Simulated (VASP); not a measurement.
# Au (P6_3/mmc) in VASP: a series of runs

The runs below take Au through equation of state, with PBEsol.

Program: VASP 6.6.1. These are calculated values, not measurements. Logs are shortened: lines on timing, memory, paths and dates and some standing lists are left out, and cuts for length are marked.

### Step 1. The structure

It takes space group P6_3/mmc (No. 194, hexagonal). The conventional cell has a = 2.883 Å, b = 2.883 Å, c = 4.734 Å, α = 90.00°, β = 90.00°, γ = 120.00°. Around Au (site symmetry -6m2) lie 12 Au at 2.88 to 2.89 Å.

This isn't the form of Au at room conditions, which is fcc.

### Step 2. Equation of state, PBEsol, 16.36 Å³/atom (a relaxed cell with its volume scaled by 0.96)

Contents of INCAR:

```
  ALGO = Normal
  EDIFF = 1E-6
  ENCUT = 520
  GGA = PS
  ISIF = 2
  ISMEAR = -1
  LASPH = T
  LCHARG = F
  LREAL = F
  LWAVE = F
  NELM = 80
  PREC = Accurate
  SIGMA = 0.05
```

Contents of KPOINTS:

```
k-points
0
Gamma
  10 10 6
```

Contents of POSCAR:

```
Au                                      
1.0
    2.8437758739      0.0000000000      0.0000000000
   -1.4218879370      2.4627821495     -0.0000000000
    0.0000000000     -0.0000000000      4.6705103835
  Au            
     2
Direct
     0.6666666667000030    0.3333333332999970    0.2500000000000000
     0.3333333332999970    0.6666666667000030    0.7500000000000000
```

Potentials or basis: VASP PAW PBE potentials, release 64 (Au).

Command:

```bash
> cat potpaw_PBE.64/Au/POTCAR > POTCAR
> mpirun -np 1 vasp_std > vasp.out
```

OUTCAR:

```text
EDIFF = 1E-6
   ENCUT = 520
   GGA = PS
   ISIF = 2
   ISMEAR = -1
   LASPH = T
   LREAL = F
   NELM = 80
   PREC = Accurate

 ion  position               nearest neighbor table
   1  0.667  0.333  0.250-   2 2.85   2 2.85   2 2.85   2 2.85   2 2.85   2 2.85
   2  0.333  0.667  0.750-   1 2.85   1 2.85   1 2.85   1 2.85   1 2.85   1 2.85

  LATTYP: Found a hexagonal cell.
 ALAT       =     2.8437758739
 C/A-ratio  =     1.6423623347

  Lattice vectors:

 A1 = (   2.8437758739,   0.0000000000,   0.0000000000)
 A2 = (  -1.4218879370,   2.4627821495,   0.0000000000)
 A3 = (   0.0000000000,   0.0000000000,   4.6705103835)

Analysis of symmetry for initial positions (statically):
=====================================================================
 Subroutine PRICEL returns:
 Original cell was already a primitive cell.

 Routine SETGRP: Setting up the symmetry group for a
 hexagonal supercell.

 Subroutine GETGRP returns: Found 24 space group operations
 (whereof 12 operations were pure point group operations)
 out of a pool of 24 trial point group operations.

The static configuration has the point symmetry D_3d.
 The point group associated with its full space group is D_6h.

Analysis of symmetry for dynamics (positions and initial velocities):
=====================================================================
 Subroutine PRICEL returns:
 Original cell was already a primitive cell.

 Routine SETGRP: Setting up the symmetry group for a
 hexagonal supercell.

 Subroutine GETGRP returns: Found 24 space group operations
 (whereof 12 operations were pure point group operations)
 out of a pool of 24 trial point group operations.

The dynamic configuration has the point symmetry D_3d.
 The point group associated with its full space group is D_6h.

 Subroutine INISYM returns: Found 24 space group operations
 (whereof 12 operations are pure point group operations),
 and found     1 'primitive' translations

----------------------------------------------------------------------------------------

                                     Primitive cell

  volume of cell :      32.7104

  direct lattice vectors                    reciprocal lattice vectors
     2.843775874  0.000000000  0.000000000     0.351645152  0.203022423  0.000000000
    -1.421887937  2.462782150  0.000000000     0.000000000  0.406044847  0.000000000
     0.000000000  0.000000000  4.670510383     0.000000000  0.000000000  0.214109362

  length of vectors
     2.843775874  2.843775874  4.670510383     0.406044847  0.406044847  0.214109362

  position of ions in fractional coordinates (direct lattice)
     0.666666667  0.333333333  0.250000000
     0.333333333  0.666666667  0.750000000

  ion indices of the primitive-cell ions
   primitive index   ion index
                 1           1
                 2           2

----------------------------------------------------------------------------------------

 KPOINTS: k-points

Automatic generation of k-mesh.
 Grid dimensions read from file:
 generate k-points for:   10   10    6

 Generating k-lattice:

  Cartesian coordinates                     Fractional coordinates (reciprocal lattice)
     0.035164515  0.020302242  0.000000000     0.100000000  0.000000000  0.000000000
     0.000000000  0.040604485  0.000000000     0.000000000  0.100000000  0.000000000
     0.000000000  0.000000000  0.035684894     0.000000000  0.000000000  0.166666667

  Length of vectors
     0.040604485  0.040604485  0.035684894

  Shift w.r.t. Gamma in fractional coordinates (k-lattice)
     0.000000000  0.000000000  0.000000000

 Subroutine IBZKPT returns following result:
 ===========================================

 Found     56 irreducible k-points:

 Following reciprocal coordinates:
            Coordinates               Weight
  0.000000  0.000000  0.000000      1.000000
  0.100000 -0.000000  0.000000      6.000000
  0.200000 -0.000000  0.000000      6.000000
  0.300000  0.000000  0.000000      6.000000
  0.400000 -0.000000  0.000000      6.000000
  0.500000 -0.000000  0.000000      3.000000
[... 16 lines left out ...]
  0.300000  0.100000  0.166667     24.000000
  0.400000  0.100000  0.166667     24.000000
 [... further k-points ...]
   k-points           NKPTS =     56   k-points in BZ     NKDIM =     56   number of bands    NBANDS=     15
   number of dos      NEDOS =    301   number of ions     NIONS =      2
   total plane-waves  NPLWV =  20736
   dimension x,y,z NGX =    24 NGY =   24 NGZ =   36
   dimension x,y,z NGXF=    48 NGYF=   48 NGZF=   72
   ions per type =               2
   NGX,Y,Z   is equivalent  to a cutoff of  14.03, 14.03, 12.81 a.u.
   NGXF,Y,Z  is equivalent  to a cutoff of  28.06, 28.06, 25.63 a.u.
 SYSTEM =  unknown system
   PREC   = accura    normal or accurate (medium, high low for compatibility)
   ISTART =      0    job   : 0-new  1-cont  2-samecut
   ICHARG =      2    charge: 1-file 2-atom 10-const
   ISPIN  =      1    spin polarized calculation?
   LNONCOLLINEAR =      F non collinear calculations
   LSORBIT =      F    spin-orbit coupling
   LASPH  =      T    aspherical Exc in radial PAW
   ENCUT  =  520.0 eV  38.22 Ry    6.18 a.u.   5.29  5.29  8.68*2*pi/ulx,y,z
   NELM   =     80;   NELMIN=  2; NELMDL= -5     # of ELM steps
   EDIFF  = 0.1E-05   stopping-criterion for ELM
   LREAL  =      F    real-space projection
   EDIFFG = 0.1E-04   stopping-criterion for IOM
   NSW    =      0    number of steps for IOM
   IBRION =     -1    ionic relax: 0-MD 1-quasi-New 2-CG
   NFREE  =      0    steps in history (QN), initial steepest desc. (CG)
   ISIF   =      2    stress and relaxation
   ISYM   =      2    0-nonsym 1-usesym 2-fastsym
   POTIM  = 0.5000    time-step for ionic-motion
   TEBEG  =    0.0;   TEEND  =   0.0 temperature during run
   PSTRESS=    0.0 pullay stress
   NELECT =      22.0000    total number of electrons
   NUPDOWN=      -1.0000    fix difference up-down
   EMIN   =  10.00;   EMAX   =-10.00  energy-range for DOS
   EFERMI =   0.00;   METHOD = LEGACY
   ISMEAR =    -1;   SIGMA  =   0.05  broadening in eV -4-tet -1-fermi 0-gaus
   EFERMI_NEDOS =   21; number of points for ismear=-14 and -15
   IALGO  =     38    algorithm
   IMIX   =      4    mixing-type and parameters
     AMIX     =   0.40;   BMIX     =  1.00
     AMIX_MAG =   1.60;   BMIX_MAG =  1.00
  volume/ion in A,a.u.               =      16.36       110.37
  Fermi-wavevector in a.u.,A,eV,Ry     =   1.434346  2.710520 27.991912  2.057347
  Thomas-Fermi vector in A             =   2.553764
   LORBIT       =      0    0 simple, 1 ext, 2 COOP (PROOUT), +10 PAW based schemes
   GGA     = PS    functional components
   LHFCALC =     F    Hartree Fock is set to
   AEXX    =    0.0000 exact exchange contribution
   IVDW    =     0    specifies the selected vdW correction
   LEPSILON=     F    determine dielectric tensor
   LRPA    =     F    only Hartree local field effects (RPA)
 non-spin polarized calculation
  energy-cutoff  :      520.00
  volume of cell :       32.71
 maximum number of plane-waves:       892
 NGX is ok and might be reduce to    24
   NGX = 11   NGY = 11   NGZ = 17

 number of electron      21.9999998 magnetization

 Free energy of the ion-electron system (eV)
  ---------------------------------------------------
  ext. energy  EPLUGINS =         0.00000000
  ---------------------------------------------------
  free energy    TOTEN  =        -7.78039302 eV

  energy without entropy =       -7.77230844  energy(sigma->0) =       -7.77635073

 E-fermi :   9.9332     XC(G=0): -13.1291

 val. band max:        9.9248738692   @ k =   0.4000   0.1000   0.3333
 cond. band min:      10.0404064082   @ k =   0.5000  -0.0000   0.1667
 fundamental gap:      0.1155325389
 Fermi energy:         9.9332449853

 k-point     1 :       0.0000    0.0000    0.0000
  band No.  band energies     occupation
      1      -0.3866      2.00000
      2       2.2371      2.00000
      3       5.0185      2.00000
      4       5.1928      2.00000
      5       5.1928      2.00000
      6       5.5636      2.00000
      7       5.5636      2.00000
      8       6.1544      2.00000
      9       6.1544      2.00000
     10       7.7550      2.00000
     11       7.7550      2.00000
     12       8.7144      2.00000
     13      13.1431      0.00000
     14      24.3674      0.00000
     15      26.0442      0.00000

 k-point     2 :       0.1000   -0.0000    0.0000
  band No.  band energies     occupation
      1      -0.0661      2.00000
      2       2.4943      2.00000
      3       4.8031      2.00000
      4       5.3609      2.00000
      5       5.4131      2.00000
      6       5.4807      2.00000
      7       5.7675      2.00000
      8       5.8859      2.00000
      9       6.0183      2.00000
     10       6.7279      2.00000
     11       7.8177      2.00000
     12      10.1750      0.01576
     13      13.1354      0.00000
     14      24.4334      0.00000
     15      26.1647      0.00000

 k-point     3 :       0.2000   -0.0000    0.0000
  band No.  band energies     occupation
      1       0.8184      2.00000
      2       3.0499      2.00000
      3       4.5448      2.00000
      4       4.9590      2.00000
      5       5.1581      2.00000
      6       5.7112      2.00000
      7       5.9308      2.00000
      8       6.0317      2.00000
      9       6.1117      2.00000
     10       6.3359      2.00000
     11       7.9345      2.00000
     12      12.2434      0.00000
     13      13.1623      0.00000
     14      21.6824      0.00000
     15      24.7134      0.00000

 k-point     4 :       0.3000    0.0000    0.0000
  band No.  band energies     occupation
      1       1.9371      2.00000
      2       3.1486      2.00000
      3       4.0520      2.00000
      4       4.8163      2.00000
      5       5.1840      2.00000
      6       5.3906      2.00000
      7       5.7588      2.00000
      8       6.8594      2.00000
      9       6.8991      2.00000
     10       7.1289      2.00000
     11       8.0234      2.00000
     12      13.4386      0.00000
     13      14.4281      0.00000
     14      17.8490      0.00000
     15      22.4802      0.00000
[... 307 lines left out ...]
 k-point    22 :       0.2000    0.1000    0.1667
  band No.  band energies     occupation
      1       1.7649      2.00000
      2       3.4820      2.00000
      3       4.1948      2.00000
      4       4.4394      2.00000
      5       4.9654      2.00000
      6       5.4439      2.00000
      7       5.8035      2.00000
      8       6.2856      2.00000
      9       6.8775      2.00000
     10       6.9960      2.00000
     11       7.8702      2.00000
     12      11.2664      0.00000
     13      16.0328      0.00000
     14      20.1353      0.00000
     15      22.0428      0.00000

 k-point    23 :       0.3000    0.1000    0.1667
  band No.  band energies     occupation
      1       2.5616      2.00000
      2       3.3083      2.00000
      3       3.8323      2.00000
      4       4.4578      2.00000
      5       5.1981      2.00000
      6       5.5483      2.00000
      7       5.8968      2.00000
      8       6.9210      2.00000
      9       7.6281      2.00000
     10       7.6672      2.00000
     11       8.3402      2.00000
     12      12.5412      0.00000
     13      15.7174      0.00000
     14      17.9760      0.00000
     15      20.0285      0.00000

 k-point    24 :       0.4000    0.1000    0.1667
  band No.  band energies     occupation
      1       2.6882      2.00000
      2       3.0692      2.00000
      3       3.7981      2.00000
      4       4.4490      2.00000
      5       5.0701      2.00000
      6       5.8968      2.00000
      7       6.4790      2.00000
      8       7.6246      2.00000
      9       7.8267      2.00000
     10       8.0780      2.00000
     11       9.8270      1.78650
     12      12.5620      0.00000
     13      14.5983      0.00000
     14      17.0767      0.00000
     15      18.9945      0.00000

 [... further k-points ...]

------------------------ aborting loop because EDIFF is reached ----------------------------------------

  FORCE on cell =-STRESS in cart. coord.  units (eV):
  Direction    XX          YY          ZZ          XY          YZ          ZX
  --------------------------------------------------------------------------------------
  -------------------------------------------------------------------------------------
  Total        1.5898001      1.5898001      1.6124371     -0.0000000      0.0000000      0.0000000
  in kB       77.8695029     77.8695029     78.9782774     -0.0000000      0.0000000      0.0000000
  external PRESSURE =      78.2390944 kB  Pullay stress =       0.0000000 kB

 VOLUME and BASIS-vectors are now :
 -----------------------------------------------------------------------------
  energy-cutoff  :      520.00
  volume of cell :       32.71
      direct lattice vectors                 reciprocal lattice vectors
     2.843775874  0.000000000  0.000000000     0.351645152  0.203022423  0.000000000
    -1.421887937  2.462782150  0.000000000     0.000000000  0.406044847  0.000000000
     0.000000000  0.000000000  4.670510383     0.000000000  0.000000000  0.214109362

 POSITION                                       TOTAL-FORCE (eV/Angst)
 -----------------------------------------------------------------------------------
      1.42189      0.82093      1.16763        -0.000000      0.000000      0.000000
     -0.00000      1.64185      3.50288         0.000000      0.000000      0.000000
 -----------------------------------------------------------------------------------
    total drift:                                0.000000     -0.000000      0.000000

  FREE ENERGIE OF THE ION-ELECTRON SYSTEM (eV)
  ---------------------------------------------------
  free  energy   TOTEN  =        -7.7803930243 eV

  energy  without entropy=       -7.7723084390  energy(sigma->0) =       -7.77635073
```

Run time: 26 s. Hardware: 1 thread of Intel Xeon Platinum 8259CL at 2.50GHz (Skylake/Cascade Lake), shared host; peak memory 0.16 GiB.

Results:

```yaml
Free_energy: -7.7804 eV
Pressure: 7.8 GPa
Band_gap_on_the_k_mesh: none (metal or under the smearing width)
```

Caveat: the PAW data sets were made with another functional, which shifts forces and pressure a little.

### Step 3. Equation of state, PBEsol, 16.70 Å³/atom (a relaxed cell with its volume scaled by 0.98)

INCAR is that of step 2.

KPOINTS is that of step 2.

Contents of POSCAR:

```
Au                                      
1.0
    2.8633887411      0.0000000000      0.0000000000
   -1.4316943706      2.4797673907     -0.0000000000
    0.0000000000     -0.0000000000      4.7027218178
  Au            
     2
Direct
     0.6666666667000030    0.3333333332999970    0.2500000000000000
     0.3333333332999970    0.6666666667000030    0.7500000000000000
```

Potentials or basis: VASP PAW PBE potentials, release 64 (Au).

Command:

```bash
> cat potpaw_PBE.64/Au/POTCAR > POTCAR
> mpirun -np 1 vasp_std > vasp.out
```

Run time: 24 s. Hardware: 1 thread of Intel Xeon Platinum 8259CL at 2.50GHz (Skylake/Cascade Lake), shared host; peak memory 0.16 GiB.

It converged, with:

| Item | Value |
| --- | --- |
| Free energy | -7.8050 eV |
| Pressure | 3.6 GPa |
| Band gap on the k mesh | none (metal or under the smearing width) |

Caveat: the PAW data sets were made with another functional, which shifts forces and pressure a little.

### Step 4. Equation of state, PBEsol, 17.04 Å³/atom

INCAR is that of step 3.

KPOINTS is that of step 3.

Contents of POSCAR:

```
Au                                      
1.0
    2.8827365492      0.0000000000      0.0000000000
   -1.4413682746      2.4965230841     -0.0000000000
    0.0000000000     -0.0000000000      4.7344979291
  Au            
     2
Direct
     0.6666666667000030    0.3333333332999970    0.2500000000000000
     0.3333333332999970    0.6666666667000030    0.7500000000000000
```

Command:

```bash
> cat potpaw_PBE.64/Au/POTCAR > POTCAR
> mpirun -np 1 vasp_std > vasp.out
```

It took 22 s on 1 thread of Intel Xeon Platinum 8259CL at 2.50GHz (Skylake/Cascade Lake), shared host; peak memory 0.16 GiB.

The run converged. Its results:

```
Free energy            : -7.8128 eV
Pressure               : -0.1 GPa
Band gap on the k mesh : none (metal or under the smearing width)
```

Caveat: the PAW data sets were made with another functional, which shifts forces and pressure a little.

### Step 5. Equation of state, PBEsol, 17.38 Å³/atom (a relaxed cell with its volume scaled by 1.02)

INCAR is that of step 4.

KPOINTS is that of step 4.

Contents of POSCAR:

```
Au                                      
1.0
    2.9018280761      0.0000000000      0.0000000000
   -1.4509140381      2.5130568314     -0.0000000000
    0.0000000000     -0.0000000000      4.7658531338
  Au            
     2
Direct
     0.6666666667000030    0.3333333332999970    0.2500000000000000
     0.3333333332999970    0.6666666667000030    0.7500000000000000
```

Command:

```bash
> cat potpaw_PBE.64/Au/POTCAR > POTCAR
> mpirun -np 1 vasp_std > vasp.out
```

Wall time 24 s (1 thread of Intel Xeon Platinum 8259CL at 2.50GHz (Skylake/Cascade Lake), shared host); peak memory 0.17 GiB.

The run converged. Its results:

- Free energy: -7.8059 eV
- Pressure: -3.3 GPa
- Band gap on the k mesh: none (metal or under the smearing width)

Caveat: the PAW data sets were made with another functional, which shifts forces and pressure a little.

### Step 6. Equation of state, PBEsol, 17.72 Å³/atom (a relaxed cell with its volume scaled by 1.04)

INCAR is that of step 5.

KPOINTS is that of step 5.

Contents of POSCAR:

```
Au                                      
1.0
    2.9206716436      0.0000000000      0.0000000000
   -1.4603358218      2.5293758395     -0.0000000000
    0.0000000000     -0.0000000000      4.7968010993
  Au            
     2
Direct
     0.6666666667000030    0.3333333332999970    0.2500000000000000
     0.3333333332999970    0.6666666667000030    0.7500000000000000
```

Potentials or basis: VASP PAW PBE potentials, release 64 (Au).

Command:

```bash
> cat potpaw_PBE.64/Au/POTCAR > POTCAR
> mpirun -np 1 vasp_std > vasp.out
```

Run time: 22 s. Hardware: 1 thread of Intel Xeon Platinum 8259CL at 2.50GHz (Skylake/Cascade Lake), shared host; peak memory 0.16 GiB.

Results (log left out):

```yaml
Free_energy: -7.7862 eV
Pressure: -6.1 GPa
Band_gap_on_the_k_mesh: none (metal or under the smearing width)
```

Caveat: the PAW data sets were made with another functional, which shifts forces and pressure a little.

### Step 7. Equation of state, PBEsol

This step only gathers the single runs of the series.

Results:

| Quantity | Value |
| --- | --- |
| Equilibrium volume | 17.04 Å³/atom |
| Bulk modulus at fixed shape and positions | 172 GPa |
| Pressure derivative of the bulk modulus | 5.9 (rough: it moves with the points fitted) |

Energy against volume, from the lowest point:
| volume (Å³/atom) | energy (meV/atom) |
| --- | --- |
| 16.355 | 16.22 |
| 16.696 | 3.90 |
| 17.037 | 0.00 |
| 17.377 | 3.47 |
| 17.718 | 13.32 |

Caveat: the cell was scaled at fixed shape and fractional positions, which overstates the stiffness of a crystal with free parameters, most of all of layers and chains; the PAW data sets were made with another functional, which shifts forces and pressure a little. Spin-orbit coupling is left out, which matters for the levels of Au.
